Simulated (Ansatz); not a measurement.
# Direct or indirect: ZnH2S2 sheet (C2)

```
Zn S H
1.0
     3.74185   -0.90512    0.00000
     0.95345    3.72983    0.00000
     0.00000    0.00000   18.78000
Zn S H
1 2 2
Direct
  0.83930 0.16070 0.50000
  0.33788 0.20129 0.42722
  0.79871 0.66212 0.57278
  0.34287 0.87569 0.39938
  0.12431 0.65713 0.60062
```

Method: Ansatz, PBE, independent particles, without spin-orbit coupling, line width 0.1 eV (Gaussian). The band structure gives a fundamental gap of 3.75 eV. The spectrum of vertical transitions near the edge:

| E (eV) | absorbance (%), E ∥ x | absorbance (%), E ∥ y |
| --- | --- | --- |
| 3.30 | 0.00 | 0.00 |
| 3.42 | 0.00 | 0.00 |
| 3.54 | 0.00 | 0.00 |
| 3.66 | 0.09 | 0.03 |
| 3.78 | 0.53 | 0.20 |
| 3.90 | 0.77 | 0.31 |
| 4.02 | 0.85 | 0.67 |
| 4.14 | 1.25 | 1.64 |
| 4.26 | 1.85 | 2.18 |
| 4.38 | 2.53 | 2.56 |
| 4.50 | 3.12 | 2.98 |
| 4.62 | 4.27 | 3.98 |
| 4.74 | 7.66 | 7.77 |
| 4.86 | 10.70 | 11.08 |
| 4.98 | 9.39 | 9.17 |

(1) Is the gap direct or indirect, and about where do vertical transitions set in?

## Answers

(1) Direct: the band path has its least direct gap at the fundamental one, 3.75 eV, and the curves rise from there. Lines are broadened by 0.1 eV, which spreads the edge.

Cells made by substitution are models, which may or may not match a known phase.

[Logs are printed without paths, hosts, clocks, repeated set-up lines and the standing remarks that a program may print on its own settings, such as how far it seeks lower states.]
